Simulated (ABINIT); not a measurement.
Planning a run of ABINIT 10.8.3 on CdSe (F-43m). The input:

```
acell 3*1.0 Angstrom
rprim 
  0.000000000000 3.025000000000 3.025000000000
  3.025000000000 0.000000000000 3.025000000000
  3.025000000000 3.025000000000 0.000000000000
ntypat 2
znucl 48 34
natom 2
typat 1 2
xred 
  0.000000000000 0.000000000000 0.000000000000
  0.750000000000 0.750000000000 0.750000000000
pp_dirpath "pseudos"
pseudos "Cd.upf, Se.upf"
ecut 48
ngkpt 4 4 4
nshiftk 1
shiftk 0 0 0
kptopt 1
chksymbreak 0
istwfk *1
occopt 1
irdwfk 1
optdriver 4
nband 95
gwcalctyp 0
ecutsigx 48
symsigma 0
nkptgw 1
kptgw 
  0.0000000000 0.0000000000 0.0000000000
bdgw 
  20 26
ecuteps 5
irdscr 1
ppmodel 1
indata_prefix "in"
outdata_prefix "out"
tmpdata_prefix "tmp"
```

```sh
OMP_NUM_THREADS=1 mpirun -n 4 abinit run.abi > log
```

Q: How long will it take on 4 MPI ranks of Arm Neoverse V1, shared host, and how much memory?

It took 32 s; on shared hardware allow 16 s to 65 s. Peak host memory was 1.2 GiB.

[Paths, hosts, dates, memory and timing lines, banners, echoed tables and standing remarks are left out of the program output.]

[Logs are printed without paths, hosts, clocks, repeated set-up lines and the standing remarks that a program may print on its own settings, such as how far it seeks lower states.]

[Runs of the session that timed out or met a known fault of the program may be left out.]

[Hosts, paths, dates, database ids (printed as entryN), source tags and the programs' standing remarks are cut or masked in the printed files.]

[G0W0 gaps are taken among the corrected bands and points alone; a level outside them can change the order at an edge.]

[Where Ansatz stands beside ABINIT at settings called matched, ABINIT's density can come from a denser mesh and the files from another edition; pairs whose starting gaps differed by over 0.03 eV were left out, so agreement reads better than it is.]
